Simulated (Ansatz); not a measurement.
The system is Ge.

```
Ge
1.0
    -2.57449    2.57449    1.39741
     2.57449   -2.57449    1.39741
     2.57449    2.57449   -1.39741
Ge
2
Direct
  0.50000 0.50000 0.00000
  0.25000 0.75000 0.50000
```

This isn't the form of Ge at room conditions, which is diamond.

```yaml
Program: Ansatz 0.2.0
Task: single point
Functional: PBEsol
Potentials_or_basis: all-electron LAPW, scalar-relativistic
Cutoff: 255 eV (chosen from the basis error)
Basis_error_allowed: 0.001 eV/atom
k_mesh: 11 × 11 × 11
Occupations: fermi-dirac, width 0.05 eV
Spin: no spin polarisation
```

On this cell: pressure -0.6 GPa; largest force under 0.003 eV/Å; band gap on the k mesh none (metal or under the smearing width).

The same run follows on a disturbed copy (atoms moved at random, drawn with an rms of 0.05 Å):

```
CELL_PARAMETERS angstrom
-2.57449 2.57449 1.39741
2.57449 -2.57449 1.39741
2.57449 2.57449 -1.39741
ATOMIC_POSITIONS crystal
Ge 0.47893 0.47435 0.99328
Ge 0.24504 0.74252 0.50691
```

Task: What changes?

Result: The energy (extrapolated to zero smearing) moves by +2.4 meV/atom; pressure -0.5 GPa; largest force 0.185 eV/Å; band gap on the k mesh none (metal or under the smearing width).

Forces on the atoms (eV/Å):
```
Ge   0.155  0.099  0.020
Ge  -0.155 -0.099 -0.020
```

Stress tensor (GPa, compression positive):
```
 0.03 -0.02  0.31
-0.02 -0.76 -0.20
 0.31 -0.20 -0.80
```
